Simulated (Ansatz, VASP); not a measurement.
ZnSnN2: VASP beside Ansatz

File POSCAR:

```
ZnSnN2
1.0
    3.2065607358      0.0000000000      0.0000000000
    0.0000000000      3.2065607358      0.0000000000
    0.0000000000      0.0000000000      4.3142271153
Zn N Sn
1 2 1
Direct
    0.0000000000      0.0000000000      0.0000000000
    0.0000000000      0.0000000000      0.5000000000
    0.5000000000      0.5000000000      0.0000000000
    0.5000000000      0.5000000000      0.5000000000
```

The input INCAR.step1:

```
SYSTEM = ZnSnN2
ALGO = Normal
EDIFF = 1E-4
ENCUT = 520
GGA = PE
ISMEAR = -1
LASPH = .TRUE.
LCHARG = .FALSE.
LREAL = .FALSE.
LWAVE = .TRUE.
NBANDS = 26
NELM = 100
PREC = Accurate
SIGMA = 0.02
```

INCAR.step2

```
SYSTEM = ZnSnN2
ALGO = Normal
EDIFF = 1E-7
ENCUT = 520
ISIF = 2
ISMEAR = -1
ISTART = 1
LASPH = .TRUE.
LCHARG = .FALSE.
LMIXTAU = .TRUE.
LREAL = .FALSE.
LWAVE = .FALSE.
METAGGA = R2SCAN
NBANDS = 26
NELM = 100
PREC = Accurate
SIGMA = 0.02
```

The input KPOINTS:

```
k-points
0
G
  8 8 6
  0 0 0
```

Input for Ansatz:

```yaml
crystal:
  lattice:
    - [3.2065607358, 0.0, 0.0]
    - [0.0, 3.2065607358, 0.0]
    - [0.0, 0.0, 4.3142271153]
  atoms:
    - { symbol: Zn, position: [0.0, 0.0, 0.0] }
    - { symbol: "N", position: [0.0, 0.0, 0.5] }
    - { symbol: Sn, position: [0.5, 0.5, 0.5] }
    - { symbol: "N", position: [0.5, 0.5, 0.0] }
kpoints:
  mp_grid: { grid: [8, 8, 6] }
  band_path:
    path:
      - [0.0, 0.0, 0.0]
      - [0.0, 0.5, 0.0]
      - [0.5, 0.5, 0.0]
      - [0.0, 0.0, 0.5]
      - [0.0, 0.5, 0.5]
      - [0.5, 0.5, 0.5]
    npoints: 1
hamiltonian:
  xc: r2scan
scf:
  occupations: { method: fermi_dirac, width: 0.02 }
  n_extra_bands: 5
output:
  forces: true
  stress: true
  eigenvalues: true
```

Alike in both runs: task single point; functional r2SCAN; k mesh 8 × 8 × 6; occupations fermi-dirac, width 0.02 eV; no spin polarisation.

|  | VASP | Ansatz |
| --- | --- | --- |
| version | VASP 6.6.1 | Ansatz 0.2.0 |
| potentials or method | VASP PAW PBE potentials, release 64 (Zn, N, Sn_d) | plane waves, PAW |
| plane-wave cutoff (eV) | 520 | 500 |
| valence electrons in the cell | 36 | 36 |

Ansatz gave:

| Property | Result |
| --- | --- |
| pressure (GPa) | 0.0 |
| largest component of the traceless stress (GPa) | 0.02 |

Task: Which values does VASP return?

Result: Pressure (GPa): 0.9; largest component of the traceless stress (GPa): 0.18.

Caveats: the PAW data sets were made with another functional, which shifts forces and pressure a little (VASP).
